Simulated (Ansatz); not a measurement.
# PbSe (Clausthalite) (Fm-3m) in Ansatz: single point with PBE0

Aim: the single point of PbSe (Clausthalite) with PBE0.

All numbers are computed with Ansatz 0.2.0; they aren't measurements. Logs are shortened: lines on timing, memory, paths and dates and some standing lists are left out, and cuts for length are marked.

## (1) The structure

It takes space group Fm-3m (No. 225, cubic). The conventional cell has a = 6.121 Å, b = 6.121 Å, c = 6.121 Å, α = 90.00°, β = 90.00°, γ = 90.00°. Pb (site symmetry m-3m) is surrounded by 6 Se at 3.06 Å. Se (site symmetry m-3m) is surrounded by 6 Pb at 3.06 Å.

## (2) Single point, PBE0, spin-orbit coupling, no magnetisation

The input, input.yaml:

```yaml
crystal:
  lattice:
    - [0.0, 3.06065, 3.06065]
    - [3.06065, 0.0, 3.06065]
    - [3.06065, 3.06065, 0.0]
  atoms:
    - { symbol: Pb, position: [0.0, 0.0, 0.0] }
    - { symbol: Se, position: [0.5, 0.5, 0.5] }
hamiltonian:
  xc: pbe0
  pseudopotentials: { kind: paw_fr }
magnetization:
  noncollinear: true
  spin_orbit: true
kpoints:
  mp_grid: { grid: [4, 4, 4] }
scf:
  occupations: { method: fermi_dirac, width: 0.05 }
output:
  forces: true
  stress: true
  eigenvalues: true
```

Potentials or basis: Ansatz PAW.

Started as:

```console
$ ansatz run input.yaml --threads 2 --pin off --max-ram 5632MiB --backend cpu --events-out ev --progress --plain --runs-dir out
```

The log of the run:

```text
Warning: output.stress: scf.convergence.dr2_threshold = 1e-7 eV (the SCF's general default) is looser than the 2e-10 eV advised for a printed stress (1e-10 eV for each atom of the cell: 2). What an SCF threshold leaves in a stress goes as its square root, and in the free energy as the threshold itself, and one threshold admits the most on a small cell: of the crystals measured, under no hybrid functional and no lock of the moments, on runs that ended without the residual-converged pass, on stresses that held no estimate of that error, the worst erred by over 100 MPa in a component at 1e-7 eV an atom and by under 5 at 1e-10. Set scf.convergence.dr2_threshold to 2e-10 eV or tighter. The threshold is an SCF's pass mark: one that does not reach it within its budget of iterations ends unconverged, or closes short of it on a stop that the run arms, and scf.convergence.dr2_threshold's page says what that costs each kind of run
Warning: output.stress: scf.exx.energy_threshold = 1e-6 eV is looser than the 2e-8 eV advised for a stress under a hybrid functional (1e-8 eV for each atom of the cell: 2). Every SCF of the exchange loop can meet its threshold on dr2 while the loop round them stops early: no threshold on dr2 bounds what that leaves in the stress. Set scf.exx.energy_threshold to 2e-8 eV or tighter. The threshold is the loop's pass mark: a loop that does not reach it within its budget of cycles ends unconverged, and scf.exx.energy_threshold's page has the law
Warning: RAYON_NUM_THREADS=2 ignored (pool sized by the plan → 2); use --threads N
Engine: ansatz 0.2.0, aarch64-unknown-linux-gnu
Pseudopotentials: kind: paw_fr
Pseudopotential: Pb, paw_fr, valence charge 14, recommended cutoff 420 eV (normal), Pb.paw.azcp#standard-fr
Pseudopotential: Se, paw_fr, valence charge 16, recommended cutoff 420 eV (normal), Se.paw.azcp#standard-fr
Functional definition: PBE0
  parameter a = 0.25
  parameter kappa = 0.804
  parameter beta = 0.06672455060314922
  exchange = (1 - a)*pbe_x(kappa = kappa, mu = beta*pi^2/3) + a*exact_x
  correlation = pbe_c(beta = beta)
non-collinear run that drives no moment, with spin-orbit: no starting moment large enough to seed its density (crystal.atoms[].spin), no starting occupations that ask for one, no magnetisation constraint and no magnetic field, so the semilocal B_xc is pinned to zero
Crystal: 2 atoms, lattice volume = 57.342 Å³
Basis set: ecut = 420 eV, 1139 PW (Γ), exchange–correlation on 60×60×60 points (8 copies of the dense FFT grid, shifted against one another)
Bands: 38, of which v1, the nominal top of the filled ones, is band 30 counted from 1 (29 counted from 0)
Symmetry: 48 space group operations + 48 with time reversal
Magnetic group: BNS 225.117 (UNI 1619), of the structure as read, at distance tolerance 3.9e-5 Å
k-points: 8 of 64
Projection manifold: j_resolved (fully-relativistic pseudo-atomic orbitals)
Non-local potential: Pb, projectors of the file, l = 0: 2, l = 1: 4, l = 2: 4, l = 3: 4
Non-local potential: Se, projectors of the file, l = 0: 2, l = 1: 4, l = 2: 6, l = 3: 2
PAW form: soft (Blöchl's): semilocal exchange-correlation on the pseudo side does not see the compensation charge
PAW frozen core: Pb, regenerated for the run's functional, and the local potential with it (the file was generated under x = pbe(κ = 0.804, μ = 0.2195149727645171), c = pbe(β = 0.06672455060314922))
PAW frozen core: Se, regenerated for the run's functional, and the local potential with it (the file was generated under x = pbe(κ = 0.804, μ = 0.2195149727645171), c = pbe(β = 0.06672455060314922))
PAW one-centre angular grid: Pb, 590 points (default); XC on 96 Gauss nodes
PAW one-centre angular grid: Se, 590 points (default); XC on 96 Gauss nodes
Initial density: superposition of atomic densities (chi_scale 0.1, normalization cell, long waves kept (reshape's long-wave potential 0.00 eV rms))
Initial wavefunctions: pseudopotential atomic-orbital guess
Functional: x = pbe(κ = 0.804, μ = 0.2195149727645171), c = pbe(β = 0.06672455060314922), warm-up for x = 0.75 pbe(κ = 0.804, μ = 0.2195149727645171) + 0.25 exact, c = pbe(β = 0.06672455060314922)
iter 1 solved again at ethr=8.92e-4 eV; its pass at ethr=1.00e-1 eV (dr2=2.68e-1 eV) is discarded
SCF iter   1: F=—  HF=-17415.321379 eV  |F-HF|=—  |Δ(HF+E_count)|=         —  Δρ=1.80e-2  dr2=2.64e-1  dr2_m=0.00e0 (ungated)  ethr=8.92e-4  |M|=0.00e0 ∫|m|=0.00e0 μB  |m|>n=0.0e0 m-floor=0.0e0 τ_xc=0.0e0  β_m=0.30  ⟨swp⟩=7.1  Hψ=1810  notcnv=0
preconditioner: auto → Kerker (q_TF=auto, 2.449 Å⁻¹)  [metal: Δε(μ)=0.036 eV  Ē_g=15.187 eV  σ=0.050 eV  W_gap=0.18  n_scr=14 (ndim 8)  ℏωp=21.9 eV  f_vac=0.000  D(μ)=1.21/eV (n_scr^D=8)]
spin=Noncollinear: Kerker preconditioning applied to the charge; magnetization (m_x, m_y, m_z) channels mix plain (no charge-response kernel on spin).
SCF iter   2: F=—  HF=-17415.294188 eV  |F-HF|=—  |Δ(HF+E_count)|=   2.72e-2  Δρ=1.35e-2  dr2=1.48e-1  dr2_m=0.00e0 (ungated)  ethr=8.81e-4  |M|=0.00e0 ∫|m|=0.00e0 μB  |m|>n=0.0e0 m-floor=0.0e0 τ_xc=0.0e0  β_m=0.65  ⟨swp⟩=2.0  Hψ=608  notcnv=0
iter 3 solved again at ethr=1.89e-5 eV; its pass at ethr=4.95e-4 eV (dr2=5.68e-3 eV) is discarded
SCF iter   3: F=—  HF=-17415.270758 eV  |F-HF|=—  |Δ(HF+E_count)|=   2.34e-2  Δρ=2.87e-3  dr2=5.52e-3  dr2_m=0.00e0 (ungated)  ethr=1.89e-5  |M|=0.00e0 ∫|m|=0.00e0 μB  |m|>n=0.0e0 m-floor=0.0e0 τ_xc=0.0e0  β_m=0.66  ⟨swp⟩=4.4  Hψ=1384  notcnv=0  defer=10
SCF iter   4: F=—  HF=-17415.272048 eV  |F-HF|=—  |Δ(HF+E_count)|=   1.29e-3  Δρ=1.46e-3  dr2=8.93e-4  dr2_m=0.00e0 (ungated)  ethr=1.84e-5  |M|=0.00e0 ∫|m|=0.00e0 μB  |m|>n=0.0e0 m-floor=0.0e0 τ_xc=0.0e0  β_m=0.82  ⟨swp⟩=3.1  Hψ=694  notcnv=0
SCF iter   5: F=—  HF=-17415.273105 eV  |F-HF|=—  |Δ(HF+E_count)|=   1.06e-3  Δρ=3.05e-4  dr2=8.13e-5  dr2_m=0.00e0 (ungated)  ethr=2.98e-6  |M|=0.00e0 ∫|m|=0.00e0 μB  |m|>n=0.0e0 m-floor=0.0e0 τ_xc=0.0e0  β_m=0.91  ⟨swp⟩=3.9  Hψ=652  notcnv=0  defer=2
SCF iter   6: F=—  HF=-17415.273227 eV  |F-HF|=—  |Δ(HF+E_count)|=   1.22e-4  Δρ=1.26e-4  dr2=1.62e-5  dr2_m=0.00e0 (ungated)  ethr=2.71e-7  |M|=0.00e0 ∫|m|=0.00e0 μB  |m|>n=0.0e0 m-floor=0.0e0 τ_xc=0.0e0  β_m=0.96  ⟨swp⟩=3.8  Hψ=682  notcnv=0
[... 33 lines left out ...]
hybrid outer 2: dexx = +3.650e-7 eV, tail = 3.69e-8 eV, Δε = 2.81e-3 eV (about 1.41e-4 eV left of the loop's levels)
Projection manifold: j_resolved (fully-relativistic pseudo-atomic orbitals)
Frozen-core exchange: fock
iter 1 solved again at ethr=4.82e-5 eV; its pass at ethr=1.00e-1 eV (dr2=1.45e-2 eV) is discarded
SCF iter   1: F=—  HF=-17388.224819 eV  |F-HF|=—  |Δ(HF+E_count)|=         —  Δρ=4.08e-3  dr2=1.51e-2  dr2_m=0.00e0 (ungated)  ethr=4.82e-5  |M|=0.00e0 ∫|m|=0.00e0 μB  |m|>n=0.0e0 m-floor=0.0e0 τ_xc=0.0e0  β_m=0.30  ⟨swp⟩=2.0  Hψ=912  notcnv=0
preconditioner: auto → none  [insulator: Δε(μ)=0.755 eV  Ē_g=17.773 eV  σ=0.050 eV  W_gap=1.00  n_scr=14 (ndim 8)  ℏωp=21.9 eV  f_vac=0.019  D(μ)=0.00/eV (n_scr^D=0)]
SCF iter   2: F=—  HF=-17388.220642 eV  |F-HF|=—  |Δ(HF+E_count)|=   4.18e-3  Δρ=2.03e-3  dr2=2.39e-3  dr2_m=0.00e0 (ungated)  ethr=4.82e-5  |M|=0.00e0 ∫|m|=0.00e0 μB  |m|>n=0.0e0 m-floor=0.0e0 τ_xc=0.0e0  β_m=0.41  ⟨swp⟩=3.0  Hψ=632  notcnv=0
iter 3 solved again at ethr=5.27e-7 eV; its pass at ethr=7.31e-6 eV (dr2=1.58e-4 eV) is discarded
SCF iter   3: F=—  HF=-17388.220181 eV  |F-HF|=—  |Δ(HF+E_count)|=   4.61e-4  Δρ=8.41e-4  dr2=2.22e-4  dr2_m=0.00e0 (ungated)  ethr=5.27e-7  |M|=0.00e0 ∫|m|=0.00e0 μB  |m|>n=0.0e0 m-floor=0.0e0 τ_xc=0.0e0  β_m=0.60  ⟨swp⟩=3.4  Hψ=1192  notcnv=0
SCF iter   4: F=—  HF=-17388.220550 eV  |F-HF|=—  |Δ(HF+E_count)|=   3.70e-4  Δρ=2.26e-4  dr2=5.92e-5  dr2_m=0.00e0 (ungated)  ethr=5.27e-7  |M|=0.00e0 ∫|m|=0.00e0 μB  |m|>n=0.0e0 m-floor=0.0e0 τ_xc=0.0e0  β_m=0.60  ⟨swp⟩=3.9  Hψ=726  notcnv=0
SCF iter   5: F=—  HF=-17388.220537 eV  |F-HF|=—  |Δ(HF+E_count)|=   1.33e-5  Δρ=2.07e-5  dr2=1.48e-6  dr2_m=0.00e0 (ungated)  ethr=1.30e-7  |M|=0.00e0 ∫|m|=0.00e0 μB  |m|>n=0.0e0 m-floor=0.0e0 τ_xc=0.0e0  β_m=0.63  ⟨swp⟩=3.4  Hψ=616  notcnv=0
SCF iter   6: F=-17388.220546 eV  HF=-17388.220546 eV  |F-HF|=1.90e-7  |Δ(HF+E_count)|=   8.90e-6  Δρ=2.42e-5  dr2=3.56e-7  dr2_m=0.00e0 (ungated)  ethr=3.71e-10  |M|=0.00e0 ∫|m|=0.00e0 μB  |m|>n=0.0e0 m-floor=0.0e0 τ_xc=0.0e0  ⟨swp⟩=5.1  Hψ=1158  notcnv=0
SCF 4 stopped early in 6 iterations: F = -17388.220546 eV  dr2 = 3.56e-7
hybrid outer 1: dexx = +4.086e-4 eV, tail = 1.63e-6 eV
Projection manifold: j_resolved (fully-relativistic pseudo-atomic orbitals)
Frozen-core exchange: fock
SCF iter   1: F=—  HF=-17388.220545 eV  |F-HF|=—  |Δ(HF+E_count)|=         —  Δρ=6.69e-6  dr2=1.80e-8  dr2_m=0.00e0 (ungated)  ethr=2.72e-8  |M|=0.00e0 ∫|m|=0.00e0 μB  |m|>n=0.0e0 m-floor=0.0e0 τ_xc=0.0e0  β_m=0.30  ⟨swp⟩=4.6  Hψ=672  notcnv=0
preconditioner: auto → none  [insulator: Δε(μ)=0.712 eV  Ē_g=17.774 eV  σ=0.050 eV  W_gap=1.00  n_scr=14 (ndim 8)  ℏωp=21.9 eV  f_vac=0.023  D(μ)=0.00/eV (n_scr^D=0)]
SCF iter   2: F=—  HF=-17388.220545 eV  |F-HF|=—  |Δ(HF+E_count)|=   2.19e-8  Δρ=3.57e-6  dr2=1.43e-8  dr2_m=0.00e0 (ungated)  ethr=3.84e-11  |M|=0.00e0 ∫|m|=0.00e0 μB  |m|>n=0.0e0 m-floor=0.0e0 τ_xc=0.0e0  β_m=0.65  ⟨swp⟩=4.5  Hψ=1014  notcnv=0
SCF iter   3: F=-17388.220545 eV  HF=-17388.220545 eV  |F-HF|=7.17e-9  |Δ(HF+E_count)|=   3.19e-8  Δρ=2.62e-6  dr2=8.49e-9  dr2_m=0.00e0 (ungated)  ethr=2.10e-11  |M|=0.00e0 ∫|m|=0.00e0 μB  |m|>n=0.0e0 m-floor=0.0e0 τ_xc=0.0e0  ⟨swp⟩=4.1  Hψ=766  notcnv=0  defer=2
SCF 5 converged in 3 iterations: F = -17388.220545 eV  dr2 = 8.49e-9
  Residual-converged pass: ⟨swp⟩=2.8  Hψ=552  notcnv=0  max |occ|·‖R‖ = 2.4e-6 eV (tolerance 2.4e-6 eV)  dr2=8.55e-9  dr2_m=0.00e0 (ungated)  dr2_onsite=8.57e-10  max |Δocc| = 1.8e-14
hybrid outer 2: dexx = +4.380e-8 eV, tail = 1.90e-8 eV, Δε = 5.73e-4 eV (about 1.09e-4 eV left of the loop's levels)
hybrid SCF converged: 2 outer / 9 inner (+0 warm-up), last move |dexx| = 4.38e-8 eV, tail = 1.90e-8 eV
Magnetization: |M| = 0.0000 μB,  M = (+0.0000, +0.0000, +0.0000) μB
Absolute magnetization: 0.0000 μB (∫|m|)
  site 0: m = (+0.0000, +0.0000, +0.0000) μB, |m| = 0.0000 μB  (R = 1.26 Å)
  site 1: m = (+0.0000, +0.0000, +0.0000) μB, |m| = 0.0000 μB  (R = 1.26 Å)
Free energy (F): -17388.220545 eV
Frozen-core exchange: fock
Harris-Foulkes:  -17388.220545 eV  (|F-HF|=7.17e-9)
Internal energy: -17388.220463 eV  (E = F + TS)
E sigma→0 (E₀):  -17388.220504 eV
Entropy (-TS):   -0.000082 eV (-0.041 meV/atom)
Fermi energy:    8.836500 eV
--- Per-component energies (eV) ---
  E_band       = -508.246687
  E_kinetic    = 405.528456
  E_local      = -3527.089885  (includes V_loc(G=0)·N_el)
  E_nonlocal   = -245.461767
  E_hartree    = 1643.991791
  E_xc         = -250.407304
  E_vxc        = -178.657808  (∫ρ·V_xc dr)
  E_exx        = -111.877855  (= α·E_x^exact, valence–valence)
  E_paw        = -12290.470106  (= ΣΔE_a)
  E_vpaw       = -26.790666  (= ΣTr[D̂ρ^β])
  E_aug_tail   = -0.000505  (compensation charges beyond the density's cutoff)
  E_ewald      = -3011.707258
  E_core_change = -0.726028  (= ΣΔE_core)
  E_smearing   = -0.000082  (= −TS)
  E_closure    = -0.000001  (closes the sum)
  Σ components = -17388.220545   (vs F -17388.220545, Δ=0.00e0)
--- Forces (eV/Å), atoms counted from 1 ---
  atom   1  Pb    -0.00000000     0.00000000     0.00000000
  atom   2  Se     0.00000000    -0.00000000     0.00000000
  max |Σ_I F_I| component: 1.45e-26 eV/Å
--- Stress (GPa, compression-positive) ---
        1.076785       0.000000       0.000000
        0.000000       1.076785       0.000000
       -0.000000       0.000000       1.076785
  P = ⅓ Tr σ = 1.0768 GPa (10.768 kbar)
--- Band table (eV; the first three rows and the last of 8) ---
  k-point 0: bands = ["-43.3938", "-43.3938", "-43.3938", "-43.3938", "-42.4815", "-42.4815", "-42.4815", "-42.4815", "-42.4793", "-42.4793", "-11.7521", "-11.7521", "-11.7521", "-11.7521", "-9.1330", "-9.1330", "-9.1330", "-9.1330", "-9.1263", "-9.1263", "-6.7340", "-6.7340", "1.7435", "1.7435", "5.6214", "5.6214", "6.3650", "6.3650", "6.3650", "6.3650", "12.8659", "12.8659", "15.3048", "15.3048", "15.3048", "15.3048", "16.2185", "16.2185"]
  k-point 1: bands = ["-43.3938", "-43.3938", "-43.3938", "-43.3938", "-42.4815", "-42.4815", "-42.4815", "-42.4815", "-42.4792", "-42.4792", "-11.7549", "-11.7549", "-11.7475", "-11.7475", "-9.1474", "-9.1474", "-9.1269", "-9.1269", "-9.1161", "-9.1161", "-6.2503", "-6.2503", "0.1799", "0.1799", "6.0506", "6.0506", "6.5224", "6.5224", "7.3306", "7.3306", "10.9608", "10.9608", "12.4482", "12.4482", "13.0960", "13.0960", "16.2688", "16.2688"]
  k-point 2: bands = ["-43.3937", "-43.3937", "-43.3937", "-43.3937", "-42.4815", "-42.4815", "-42.4815", "-42.4815", "-42.4792", "-42.4792", "-11.7578", "-11.7578", "-11.7434", "-11.7434", "-9.1620", "-9.1620", "-9.1206", "-9.1206", "-9.1061", "-9.1061", "-5.5723", "-5.5723", "-1.2542", "-1.2542", "6.4629", "6.4629", "6.7316", "6.7316", "8.4801", "8.4801", "9.1929", "9.1929", "10.8575", "10.8575", "11.7712", "11.7712", "18.4257", "18.4257"]
  k-point 7: bands = ["-43.3937", "-43.3937", "-43.3937", "-43.3937", "-42.4815", "-42.4815", "-42.4815", "-42.4815", "-42.4791", "-42.4791", "-11.7633", "-11.7633", "-11.7473", "-11.7473", "-9.2101", "-9.2101", "-9.1312", "-9.1312", "-9.0979", "-9.0979", "-5.1028", "-5.1028", "-0.2923", "-0.2923", "3.3593", "3.3593", "3.5943", "3.5943", "7.4612", "7.4612", "11.2134", "11.2134", "14.6907", "14.6907", "14.8057", "14.8057", "17.2820", "17.2820"]
```

Wall time 2.6 min (2 threads of Arm Neoverse V1, shared host); peak memory 1.2 GiB.

Results:

* Free energy: -17388.2205 eV
* Pressure: 1.1 GPa
* Band gap on the k mesh: 0.71 eV, direct

Caveat: the k mesh is coarse (spacing up to 0.44 Å⁻¹), so the values aren't converged, least of all with exact exchange; the PAW data sets come from PBE, with cores solved anew for the run's functional, which leaves a small shift of forces and pressure; the thresholds are loose for stress. A k mesh can miss the band edges.
